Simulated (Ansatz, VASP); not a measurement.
## SiC in VASP and in Ansatz

```xyz
8
Lattice="3.1499 0.0000 0.0000 -1.5750 2.7279 0.0000 0.0000 0.0000 9.8071" Properties=species:S:1:pos:R:3 pbc="T T T"
Si    1.5750    0.9093    9.1974
Si    0.0000    1.8186    4.2938
Si    0.0000    0.0000    6.7463
Si    0.0000    0.0000    1.8427
C     1.5750    0.9093    7.3536
C     0.0000    1.8186    2.4500
C     0.0000    0.0000    4.9080
C     0.0000    0.0000    0.0045
```

Alike in both runs: task single point; functional PBEsol; k mesh 12 × 12 × 4; occupations gaussian, width 0.05 eV; no spin polarisation.

|  | VASP | Ansatz |
| --- | --- | --- |
| version | VASP 6.6.1 | Ansatz 0.2.0 |
| potentials or method | VASP PAW PBE potentials, release 64 (Si, C) | scalar-relativistic, plane waves, PAW |
| plane-wave cutoff (eV) | 520 | 520 |
| valence electrons in the cell | 32 | 32 |

```csv
,VASP,Ansatz,Ansatz less VASP
gap on the k mesh at the Fermi level (eV),1.88,1.89,+0.012
least direct gap on the mesh (eV),3.00,3.01,+0.010
pressure (GPa),-3.1,-3.4,-0.35
largest component of the traceless stress (GPa),18.42,18.29,-0.132
rms of the force components (eV/Å),0.338,0.335,-0.0036
```

Atom by atom the forces differ by 0.004 eV/Å (rms over components). Ansatz warned: «pseudo_functional_mismatch».

Caveats: the PAW data sets were made with another functional, which shifts forces and pressure a little (VASP). A k mesh can miss the band edges. As with any semilocal functional, this PBEsol gap is likely too small.
